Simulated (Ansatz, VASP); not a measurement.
**One calculation of Ti, two programs**

Contents of INCAR:

```
SYSTEM = Ti
PREC = Accurate ; ENCUT = 520
EDIFF = 1E-7 ; ISMEAR = 0
SIGMA = 0.1 ; LREAL = .False.
LASPH = .True. ; NELM = 60
ALGO = Fast ; ISIF = 2
LWAVE = .False. ; LCHARG = .False.
GGA = PE ; NBANDS = 12
```

The input KPOINTS:

```
regular mesh
0
Gamma
  16 16 16
  0 0 0
```

File POSCAR:

```
Ti
1.0
   -1.5397503000      1.6382103000      1.6382103000
    1.5397503000     -1.6382103000      1.6382103000
    1.5397503000      1.6382103000     -1.6382103000
Ti
1
Direct
    0.0000000000      0.0000000000      0.0000000000
```

Input for Ansatz:

```yaml
crystal:
  lattice:
    - [-1.5397503, 1.6382103, 1.6382103]
    - [1.5397503, -1.6382103, 1.6382103]
    - [1.5397503, 1.6382103, -1.6382103]
  atoms:
    - { symbol: Ti, position: [0.0, 0.0, 0.0] }
basis:
  ecutwfc: 420
kpoints:
  mp_grid: { grid: [16, 16, 16] }
hamiltonian:
  xc: pbe
scf:
  occupations: { method: gaussian, width: 0.1 }
output:
  forces: true
  stress: true
  eigenvalues: true
```

Alike in both runs: task single point; functional PBE; k mesh 16 × 16 × 16; occupations gaussian, width 0.1 eV; no spin polarisation.

|  | VASP | Ansatz |
| --- | --- | --- |
| version | VASP 6.6.1 | Ansatz 0.2.0 |
| potentials or method | VASP PAW PBE potentials, release 64 (Ti_sv) | scalar-relativistic, plane waves, PAW |
| plane-wave cutoff (eV) | 520 | 420 |
| valence electrons in the cell | 12 | 12 |

```csv
,VASP,Ansatz,Ansatz less VASP
gap on the k mesh at the Fermi level (eV),none,none,-
pressure (GPa),4.7,5.0,+0.33
largest component of the traceless stress (GPa),1.33,1.32,-0.010
```

A gap of «none» marks a metal or a gap that the smearing closes.
